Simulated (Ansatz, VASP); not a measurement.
# Be in VASP and in Ansatz

```
CELL_PARAMETERS angstrom
2.28807 0.00000 0.00000
-1.14404 1.98153 0.00000
0.00000 0.00000 3.59370
ATOMIC_POSITIONS crystal
Be 0.33333 0.66667 0.25000
Be 0.66667 0.33333 0.75000
```

Alike in both runs: functional PBE; k mesh 30 × 30 × 16; occupations gaussian, width 0.1 eV; no spin polarisation.

Ansatz relaxed the structure, and its values are those at the end. VASP's run is a single point on that final structure, the one shown.

```csv
,VASP,Ansatz
version,VASP 6.6.1,Ansatz 0.2.0
potentials or method,"VASP PAW PBE potentials, release 64 (Be)","scalar-relativistic, plane waves, PAW"
plane-wave cutoff (eV),520,420
valence electrons in the cell,4,4
```

Ansatz gave:

- gap on the k mesh at the Fermi level (eV): none
- pressure (GPa): -3.5

Task: Which values does VASP return?

Result: gap on the k mesh at the Fermi level (eV): none; pressure (GPa): -3.3.

A gap of «none» marks a metal or a gap that the smearing closes.
